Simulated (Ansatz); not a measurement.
## AlGaN$_{2}$: a fit and a missing row

AlGaN$_{2}$, P-4m2, a = 3.115 Å, c = 4.384 Å. The structure is a Materials Project entry; whether it is the stable form wasn't checked. Ansatz: LDA, PAW, 420 eV, Γ-centred 8×8×6 mesh on 4 atoms, Gaussian smearing 0.02 eV; no spin polarisation. Shape and atoms are relaxed at each volume; pressure is positive in compression.

| V (Å³/atom) | P (GPa) |
| --- | --- |
| 9.361 | 34.18 |
| 9.680 | 23.57 |
| 9.999 | 14.48 |
| 10.318 | 6.68 |
| 10.637 | -0.01 |
| 10.957 | -5.75 |
| 11.276 | ? |
| 11.701 | -16.15 |

Question: Take V0 = 10.637 Å³/atom, count pressures from its P0 = -0.01 GPa, fit the third-order Birch–Murnaghan form to the other rows, and predict the missing pressure.

Answer: With the Eulerian strain f = ½[(V0/V)^(2/3) − 1] and y = (P − P0)/[3f(1 + 2f)^(5/2)], the form is the line y = B0 + 1.5 B0 (B0′ − 4) f. Rows (f, y): 0.04446, 207.2; 0.03243, 207.1; 0.02105, 207.0; 0.01025, 206.8; -0.00978, 205.5; -0.03079, 204.8. Means f = 0.01127, y = 206.40; Σ(Δf)² = 0.003858, ΣΔfΔy = 0.1331; the slope is their ratio. y = 206.0 + 34.49 f GPa, so B0 = 206.0 GPa and B0′ = 4 + 2 × (34.49)/(3 × 206.0) = 4.11. At V = 11.276, f = -0.01907, y = 205.34 and P = -10.67 GPa. The run gave -10.67 GPa, the same to the digits shown.